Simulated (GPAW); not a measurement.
Computed results, one entry a study.

### AgBr (Fm-3m): one start, several treatments of the self-energy

The structure is cubic, space group Fm-3m (No. 225). The conventional cell has a = 5.740 Å, b = 5.740 Å, c = 5.740 Å, α = 90.00°, β = 90.00°, γ = 90.00°. Nearest to Ag lie 6 Br at 2.87 Å. Nearest to Br lie 6 Ag at 2.87 Å. Farther neighbours and most contacts between anions are not listed.

```xyz
2
Lattice="0.0000 2.8702 2.8702 2.8702 0.0000 2.8702 2.8702 2.8702 0.0000" Properties=species:S:1:pos:R:3 pbc="T T T"
Ag    0.0000    0.0000    0.0000
Br    2.8702    2.8702    2.8702
```

```
method                         : DFT, PBE, plane waves, PAW (and 1 further level or step)
program                        : GPAW 26.7.0
settings of one run            : cutoff 450 eV, GPAW PAW setups 1.2.1 data release, 6×6×6 k-mesh, nbands 258
cost                           : 3 runs, 20 min in all on 4 MPI ranks of Arm Neoverse V1, shared host (the runs of this entry)
notes                          : The database entry behind the starting cell differs from later determinations by our own check (about 0.6 % short of the room-temperature cell). The cell and positions come from the Crystallography Open Database and are kept as given unless a step says otherwise. Limits: no spin-orbit coupling. Bands and cutoff are finite, so the gap is not at the basis limit. The miss can reach some tenths of an eV and take either sign; the mesh is an error of its own.
G0W0, Godby-Needs plasmon pole : 1.545 eV
G0W0 with rALDA vertex         : 1.733 eV
known limits                   : not at the basis limit; d shell near the gap, gap tends to lie low; no spin-orbit coupling
```

G0W0 with rALDA vertex: +0.187 eV against G0W0, Godby-Needs plasmon pole, at other bands or cutoff, so not like for like. With the rALDA kernel as a vertex the gap is 1.38 eV (in the polarisability), 1.88 eV (in the self-energy) and 1.74 eV (in both), against 1.55 eV without.

[Paths, hosts, dates, memory and timing lines, banners, echoed tables and standing remarks are left out of the program output.]

[Logs are printed without paths, hosts, clocks, repeated set-up lines and the standing remarks that a program may print on its own settings, such as how far it seeks lower states.]

[Runs of the session that timed out or met a known fault of the program may be left out.]

[Hosts, paths, dates, database ids (printed as entryN), source tags and the programs' standing remarks are cut or masked in the printed files.]
